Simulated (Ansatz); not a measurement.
In PbTe (rock salt type) the Pb atom of the primitive cell, with all its periodic images, is moved by 0.06 Å along [111].

```yaml
crystal:
  lattice:
    - [0.00000, 3.28500, 3.28500]
    - [3.28500, 0.00000, 3.28500]
    - [3.28500, 3.28500, 0.00000]
  atoms:
    - { symbol: Pb, position: [0.00527, 0.00527, 0.00527] }
    - { symbol: Te, position: [0.50000, 0.50000, 0.50000] }
```
Lattice in Å, positions in fractions of it.

Level of theory: PBE0, plane waves, PAW datasets (generated soft set 1) in Ansatz.

Cutoff 420 eV; exchange singularity: truncated; k-mesh 4×4×4 Γ-centred; Fermi–Dirac smearing of 0.05 eV; no spin polarisation; no spin–orbit coupling.

Question: What force results?

Answer: The force on it along the displacement is 0.0456 eV/Å, a force constant of -0.76 eV/Å². It is negative: the force pushes the atom further, so on this mesh the structure is unstable along this displacement. On a mesh this coarse the force constant of so soft a mode can lie far from its converged value, in sign too.

| atom | Fx (eV/Å) | Fy (eV/Å) | Fz (eV/Å) |
| --- | --- | --- | --- |
| Pb1 | 0.0263 | 0.0263 | 0.0263 |
| Te2 | -0.0263 | -0.0263 | -0.0263 |

Where the force pushes the moved atom further off its site, the soft mode may be real or faked by the k-mesh. Spin–orbit coupling is left out, which matters for 6p elements such as Tl, Pb and Bi.
